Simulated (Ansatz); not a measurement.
The system is Na, a slab with vacuum.

```
Na
1.0
     3.76700    0.00000    0.00000
    -1.88350    3.26232    0.00000
     0.00000    0.00000   24.23100
Na
4
Direct
  0.66667 0.33333 0.30952
  0.33333 0.66667 0.43651
  0.66667 0.33333 0.56349
  0.33333 0.66667 0.69048
```

The slab is cut from a database's or a generator's crystal, which needn't be the stable form of the element.

The cell isn't the ideal one: the (0 0 1) slab of Na, cut from the database cell, not relaxed.

Program: Ansatz 0.2.0. Alike in all runs: task single point; cell the (0 0 1) slab of Na, cut from the database cell, not relaxed. Hardware: 2 threads of AMD EPYC 9R45 96-Core Processor (Zen 5), with other jobs on the host.

Task: Order these runs on this cell by their wall time, lowest first.
A. level PBE; potentials or basis Ansatz PAW; spin off; k mesh 8 × 8 × 1; cutoff (eV) 420; smearing fermi-dirac 0.05 eV; boundary along the surface normal dipole_correction; mesh quality not flagged
B. level exchange(slater),correlation(vwn5), exx(left-out); potentials or basis JTH PAW LDA; spin collinear, random start; k mesh 7 × 7 × 1; cutoff (eV) 600; smearing methfessel-paxton 0.1 eV; boundary along the surface normal dipole_correction; other keys magnetization = spin_polarized True; basis.xc_grid = 4; …; mesh quality not flagged
C. level r2SCAN0+D3(BJ); potentials or basis Ansatz PAW earlier set; spin off; k mesh 4 × 4 × 1; cutoff (eV) 760; smearing gaussian 0.05 eV; boundary along the surface normal isolated; other keys hamiltonian.dispersion = d3bj; mesh quality coarse
D. level exchange-only PBE+D3(BJ)-ATM; potentials or basis JTH PAW LDA; spin off; k mesh 5 × 5 × 1; cutoff (eV) 1440; smearing cold 0.01 eV; boundary along the surface normal images; mesh quality coarse

Result: A (0.76 s), D (3.9 s), B (9 s), C (150 s).

Caveats: some runs use coarse meshes; the dispersion damping was fitted for another functional or another form of the correction (some runs); the starting moments weren't kept (some runs); the cutoff lies under the one recommended for these potentials (some runs).
